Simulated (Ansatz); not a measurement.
# Ge (Fd-3m) in Ansatz: further runs

Runs on Ge. Level: PBEsol. Tasks: phonons, elastic constants.

Program: Ansatz 0.2.0. These are calculated values, not measurements. Logs are shortened: lines on timing, memory, paths and dates and some standing lists are left out, and cuts for length are marked.

**Experimental background.**

“Temperature-dependent photoluminescence in Ge: experiment and theory”, 2020, arxiv:2003.00143 reports, for a bulk crystal of Ge at 0 K: band gap 0.744 eV (indirect).

The runs below are set against these values where they give the same quantity.

## Step 1: The crystal as given

The structure is cubic, space group Fd-3m (No. 227). The conventional cell has a = 5.658 Å, b = 5.658 Å, c = 5.658 Å, α = 90.00°, β = 90.00°, γ = 90.00°. Around Ge (site symmetry -43m) lie 4 Ge at 2.45 Å.

## Step 2: Phonons, PBEsol

input.yaml reads:

```yaml
crystal:
  lattice:
    - [0.0, 2.82891, 2.82891]
    - [2.82891, 0.0, 2.82891]
    - [2.82891, 2.82891, 0.0]
  atoms:
    - { symbol: Ge, position: [0.75, 0.75, 0.75] }
    - { symbol: Ge, position: [0.5, 0.5, 0.5] }
hamiltonian:
  xc: pbesol
  pseudopotentials: { kind: paw }
kpoints:
  mp_grid: { grid: [6, 6, 6] }
scf:
  occupations: { method: fermi_dirac, width: 0.05 }
phonons:
  method: dfpt
  qmesh: [2, 2, 2]
  temperatures: { t_max: 1000, t_step: 100 }
  qpath:
    path:
      - [[0.0, 0.0, 0.0], [0.5, 0.0, 0.5], [0.5, 0.25, 0.75], [0.375, 0.375, 0.75], [0.0, 0.0, 0.0], [0.5, 0.5, 0.5], [0.625, 0.25, 0.625], [0.5, 0.25, 0.75], [0.5, 0.5, 0.5], [0.375, 0.375, 0.75]]
      - [[0.625, 0.25, 0.625], [0.5, 0.0, 0.5]]
    npoints: 8
```

Potentials or basis: Ansatz PAW.

Command:

```
ansatz run input.yaml --threads 2 --pin off --max-ram 5632MiB --backend cpu --events-out ev --progress --plain --runs-dir out
```

What it wrote:

```text
Warning: RAYON_NUM_THREADS=2 ignored (pool sized by the plan → 2); use --threads N
Engine: ansatz 0.2.0, x86_64-unknown-linux-gnu
Pseudopotentials: kind: paw
Pseudopotential: Ge, paw, valence charge 14, recommended cutoff 420 eV (normal), Ge.paw.azcp
Functional definition: PBEsol
  exchange = pbesol_x
  correlation = pbesol_c
Crystal: 2 atoms, lattice volume = 45.278 Å³
Basis set: ecut = 420 eV, 893 PW (Γ), exchange–correlation on 64×64×64 points (8 copies of the dense FFT grid, shifted against one another)
Bands: 18, of which v1, the nominal top of the filled ones, is band 14 counted from 1 (13 counted from 0)
Symmetry: 48 space group operations
k-points: 16 of 216
Non-local potential: Ge, projectors of the file, l = 0: 2, l = 1: 2, l = 2: 3, l = 3: 1
PAW form: soft (Blöchl's): semilocal exchange-correlation on the pseudo side does not see the compensation charge
PAW frozen core: Ge, regenerated for the run's functional, and the local potential with it (the file was generated under x = pbe(κ = 0.804, μ = 0.2195149727645171), c = pbe(β = 0.06672455060314922))
PAW one-centre angular grid: Ge, 590 points (default); XC on 64 Gauss nodes
Initial density: superposition of atomic densities (neutral atoms: chi_scale 0, normalization atom), corrected by the library's trained network
Initial wavefunctions: pseudopotential atomic-orbital guess
Functional: x = pbesol(κ = 0.804, μ = 0.12345679012345678), c = pbesol(β = 0.046)
SCF iter   1: F=—  HF=-8506.948164 eV  |F-HF|=—  |Δ(HF+E_count)|=         —  Δρ=2.00e-3  dr2=2.11e-3  ethr=1.77e-3  ⟨swp⟩=6.0  Hψ=1343  notcnv=0
preconditioner: auto → Kerker (q_TF=auto, 2.518 Å⁻¹)  [metal: Δε(μ)=0.113 eV  Ē_g=23.350 eV  σ=0.050 eV  W_gap=0.46  n_scr=14 (ndim 8)  ℏωp=29.2 eV  f_vac=0.079  D(μ)=0.27/eV (n_scr^D=0)]
SCF iter   2: F=—  HF=-8506.946962 eV  |F-HF|=—  |Δ(HF+E_count)|=   1.20e-3  Δρ=1.43e-3  dr2=1.14e-3  ethr=7.52e-6  ⟨swp⟩=1.6  Hψ=452  notcnv=0
SCF iter   3: F=—  HF=-8506.947112 eV  |F-HF|=—  |Δ(HF+E_count)|=   1.51e-4  Δρ=7.92e-4  dr2=1.58e-4  ethr=4.05e-6  ⟨swp⟩=2.0  Hψ=513  notcnv=0
SCF iter   4: F=—  HF=-8506.947042 eV  |F-HF|=—  |Δ(HF+E_count)|=   7.02e-5  Δρ=3.71e-4  dr2=9.88e-5  ethr=5.65e-7  ⟨swp⟩=2.0  Hψ=513  notcnv=0
SCF iter   5: F=—  HF=-8506.947005 eV  |F-HF|=—  |Δ(HF+E_count)|=   3.71e-5  Δρ=1.56e-4  dr2=1.05e-5  ethr=3.53e-7  ⟨swp⟩=2.0  Hψ=513  notcnv=0
SCF iter   6: F=—  HF=-8506.947014 eV  |F-HF|=—  |Δ(HF+E_count)|=   8.94e-6  Δρ=2.02e-5  dr2=2.30e-7  ethr=3.75e-8  ⟨swp⟩=2.0  Hψ=354  notcnv=0
SCF iter   7: F=—  HF=-8506.947014 eV  |F-HF|=—  |Δ(HF+E_count)|=   4.26e-7  Δρ=1.28e-5  dr2=3.05e-8  ethr=8.22e-10  ⟨swp⟩=2.0  Hψ=355  notcnv=0
SCF iter   8: F=—  HF=-8506.947014 eV  |F-HF|=—  |Δ(HF+E_count)|=   2.33e-8  Δρ=3.64e-6  dr2=2.44e-9  ethr=1.09e-10  ⟨swp⟩=2.0  Hψ=508  notcnv=0
SCF iter   9: F=—  HF=-8506.947014 eV  |F-HF|=—  |Δ(HF+E_count)|=   2.57e-9  Δρ=4.02e-7  dr2=3.01e-11  ethr=8.70e-12  ⟨swp⟩=2.0  Hψ=513  notcnv=0
SCF iter  10: F=-8506.947014 eV  HF=-8506.947014 eV  |F-HF|=1.82e-12  |Δ(HF+E_count)|=  2.73e-11  Δρ=1.24e-8  dr2=4.14e-14  ethr=1.00e-12  ⟨swp⟩=4.9  Hψ=1202  notcnv=0
SCF 1 converged in 10 iterations: F = -8506.947014 eV  dr2 = 4.14e-14
NSCF: frozen V_eff on 16 k-points
NSCF: frozen V_eff on 30 k-points
DFPT response loops at q = (0, 0, 0) (fractional): preconditioner auto → Kerker (q_TF=auto, 2.518 Å⁻¹) (partly filled bands, converged f_vac=0.060); β = 1.00, the filter's whole step (`scf.mixing.beta` (0.50) is not read by the response loops under this deck's `scf.mixing.preconditioner`; to damp them name `kerker` or `kerker_dos`, under which they read `scf.mixing.beta`, and type it under 1.00, their step now; both keys bind the ground state too); Broyden in place of MSR1
NSCF: frozen V_eff on 136 k-points
DFPT response loops at q = (0, 0, -0.5) (fractional): mixed as the last ones told, above
NSCF: frozen V_eff on 92 k-points
DFPT response loops at q = (0, -0.5, -0.5) (fractional): mixed as the last ones told, above
SCF converged after 10 iterations
Free energy (F): -8506.947014 eV
Harris-Foulkes:  -8506.947014 eV  (|F-HF|=1.82e-12)
Internal energy: -8506.945025 eV  (E = F + TS)
E sigma→0 (E₀):  -8506.946020 eV
Entropy (-TS):   -0.001990 eV (-0.995 meV/atom)
Fermi energy:    8.469974 eV
--- Per-component energies (eV) ---
  E_band       = -302.105996
  E_kinetic    = 223.375109
  E_local      = -4944.767343  (includes V_loc(G=0)·N_el)
  E_nonlocal   = 840.569127
  E_hartree    = 2167.697132
  E_xc         = -150.017443
  E_vxc        = -129.578839  (∫ρ·V_xc dr)
  E_paw        = -3958.503474  (= ΣΔE_a)
  E_vpaw       = -627.099026  (= ΣTr[D̂ρ^β])
  E_aug_tail   = 0.000703  (compensation charges beyond the density's cutoff)
  E_ewald      = -2687.134708
  E_core_change = 1.835872  (= ΣΔE_core)
  E_smearing   = -0.001990  (= −TS)
  E_closure    = 0.000000  (closes the sum)
  Σ components = -8506.947014   (vs F -8506.947014, Δ=0.00e0)
--- Band table (eV; the first three rows and the last of 16) ---
  k-point 0: bands = ["-16.3577", "-16.3577", "-16.3577", "-16.3216", "-16.3216", "-16.1098", "-16.1098", "-16.1098", "-16.0968", "-16.0968", "-4.3459", "8.4333", "8.4503", "8.4503", "8.4503", "10.9726", "10.9726", "10.9726"]
  k-point 1: bands = ["-16.3696", "-16.3696", "-16.3533", "-16.3041", "-16.3041", "-16.1271", "-16.1271", "-16.1149", "-16.0825", "-16.0825", "-4.0087", "5.2628", "7.9251", "7.9251", "9.3572", "11.6660", "11.6660", "12.5568"]
  k-point 2: bands = ["-16.3798", "-16.3798", "-16.3445", "-16.2850", "-16.2850", "-16.1415", "-16.1415", "-16.1254", "-16.0720", "-16.0720", "-3.0731", "2.3381", "7.2792", "7.2792", "8.7941", "12.1871", "12.1871", "15.3938"]
  k-point 15: bands = ["-16.4025", "-16.4025", "-16.2761", "-16.2761", "-16.2101", "-16.2101", "-16.1736", "-16.1736", "-16.0457", "-16.0457", "-0.3772", "-0.3772", "4.6874", "4.6874", "11.0769", "11.0769", "14.9618", "14.9618"]
--- Phonons (Γ-DFPT): 1 representative perturbation + reference (Σ response iterations 3) ---
  ASR residual: 2.235e-5 → 0.000e0 eV/Å²; symmetrization residual: 2.730e-12 eV/Å²
  ASR residual per site (eV/Å²): 2.24e-5 2.24e-5
  Γ frequencies (cm⁻¹): 0.00 0.00 0.00 266.93 266.93 266.93
--- Phonons (arbitrary-q DFPT): 3 irreducible q on the 2×2×2 mesh ---
  q = [0.0000, 0.0000, 0.0000] (star 1, of the zone-centre solve; hermiticity 3.89e-14, symmetrization 2.87e-13): -0.00 -0.00 0.00 266.93 266.93 266.93
  q = [0.0000, 0.0000, -0.5000] (star 4, 1 solved perturbation on 68 of 216 k-point pairs; hermiticity 2.71e-13, symmetrization 1.77e-13): 54.42 54.42 209.27 231.88 278.70 278.70
  q = [0.0000, -0.5000, -0.5000] (star 3, 2 solved perturbations in 76 linear systems a pass and spin channel, the states on 46 of 216 k-point pairs; hermiticity 6.54e-14, symmetrization 1.64e-13): 71.48 71.48 231.97 231.97 264.94 264.94
  sum rule: each row above includes the acoustic sum rule's correction from the zone centre's row sums; it moved no ω² by more than (0.29 cm⁻¹)²
  mesh force constants: q→R imaginary residual 1.69e-17; ASR residual 2.235e-5 → 0.000e0 eV/Å²; symmetrization residual 7.105e-15 eV/Å²
  interpolated dispersion: 82 rows × 6 modes
  density of states and harmonic sums: on the 20×20×20 q-mesh, interpolated from the force constants of a 2×2×2 supercell (no non-analytic term)
  largest difference from the sums on the solved wave vectors: F 6.61e-2 eV, S 9.83e-5 and C_V 3.23e-5 eV/K
  zero-point energy: 0.068802 eV/cell   skipped modes (ω ≤ 0): 3   left out of the sums: 6.25e-5 of the cell's modes: C_V's classical limit lies that fraction below 3 k_B per atom; for a crystal, a wire or a layer, F and S can be off by more, and a phonons.interpolated_qmesh denser along its periods is the remedy for the sampling
```

It took 43 s on 2 threads of Intel Xeon at 2.50GHz (Skylake/Cascade Lake), shared host; peak memory 0.54 GiB.

What came out:

```
Free energy              : -8506.9470 eV
Band gap on the k mesh   : none (metal or under the smearing width)
Highest phonon frequency : 279 cm⁻¹
```

Phonon frequencies in cm⁻¹ (negative: imaginary):
```csv
q point,frequencies
"(0.000, 0.000, 0.000)",0 0 0 267 267 267
"(0.000, 0.000, -0.500)",54 54 209 232 279 279
"(0.000, -0.500, -0.500)",71 71 232 232 265 265
```

Caveat: the q mesh is small, so phonon branches between its points and thermal values are rough; the PAW data sets come from PBE, with cores solved anew for the run's functional, which leaves a small shift of forces and pressure; this crystal is a semiconductor, whose small gap the functional closes, so the metal is an error of the method.

## Step 3: Elastic constants, PBEsol

input.yaml reads:

```yaml
crystal:
  lattice:
    - [0.0, 2.82891, 2.82891]
    - [2.82891, 0.0, 2.82891]
    - [2.82891, 2.82891, 0.0]
  atoms:
    - { symbol: Ge, position: [0.75, 0.75, 0.75] }
    - { symbol: Ge, position: [0.5, 0.5, 0.5] }
hamiltonian:
  xc: pbesol
  pseudopotentials: { kind: paw }
kpoints:
  mp_grid: { grid: [6, 6, 6] }
scf:
  occupations: { method: fermi_dirac, width: 0.05 }
output:
  forces: true
  stress: true
elastic:
  mode: relaxed_ion
  stencil: two_point
```

Potentials or basis: Ansatz PAW.

Command:

```
ansatz run input.yaml --threads 2 --pin off --max-ram 5632MiB --backend cpu --events-out ev --progress --plain --runs-dir out
```

Run time: 41 s. Hardware: 2 threads of Intel Xeon at 2.50GHz (Skylake/Cascade Lake), shared host; peak memory 0.38 GiB.

The run converged. Its results:

```yaml
Free_energy: -8506.9470 eV
Pressure: 0.7 GPa
Band_gap_on_the_k_mesh: none (metal or under the smearing width)
Elastic_constants_C11_C12_C44: 106, 41, 45 GPa
Voigt_bulk_modulus: 63 GPa
```

Levels at points of the mesh, in eV from the Fermi level:
| k point | band 11 | band 12 | band 13 | band 14 | band 15 | band 16 | band 17 | band 18 |
| --- | --- | --- | --- | --- | --- | --- | --- | --- |
| (0.00, 0.00, 0.00) | -12.82 | -0.04 | -0.02 | -0.02 | -0.02 | 2.50 | 2.50 | 2.50 |
| (0.00, 0.00, -0.50) | -10.72 | -7.65 | -1.43 | -1.43 | 0.09 | 3.68 | 3.68 | 6.94 |
| (0.00, -0.50, -0.50) | -8.92 | -8.92 | -3.11 | -3.11 | 0.64 | 0.64 | 9.46 | 9.46 |

Elastic tensor in Voigt notation (GPa, in the Cartesian axes of the cell as first typed):
```
106  41  41   0   0   0
 41 106  41   0   0   0
 41  41 106   0   0   0
  0   0   0  45   0   0
  0   0   0   0  45   0
  0   0   0   0   0  45
```

Caveat: elastic constants of metals need much finer meshes, so these are rough; the PAW data sets come from PBE, with cores solved anew for the run's functional, which leaves a small shift of forces and pressure; this crystal is a semiconductor, whose small gap the functional closes, so the metal is an error of the method.

## Step 4: Against experiment

Step 2. Measured gap of Ge: 0.744 eV (indirect; 0 K; “Temperature-dependent photoluminescence in Ge: experiment and theory”, 2020, arxiv:2003.00143). This calculation gives 0.00 eV (-0.74 eV). 3 values of this kind are on record (0.666 to 0.807 eV); this one was drawn at random among those near their median. Spin-orbit coupling on Ge is left out. The value is that of PBEsol on a finite k mesh, which can miss the band edges, without temperature or zero-point motion. Semilocal functionals fall short of measured gaps as a rule.

Step 3. A measured gap of Ge is 0.744 eV (indirect; 0 K; “Temperature-dependent photoluminescence in Ge: experiment and theory”, 2020, arxiv:2003.00143); the calculated 0.00 eV misses it by -0.74 eV. 3 values of this kind are on record (0.666 to 0.807 eV); this one was drawn at random among those near their median. Spin-orbit coupling on Ge is left out. The value is that of PBEsol on a finite k mesh, which can miss the band edges, without temperature or zero-point motion. Semilocal functionals fall short of measured gaps as a rule.
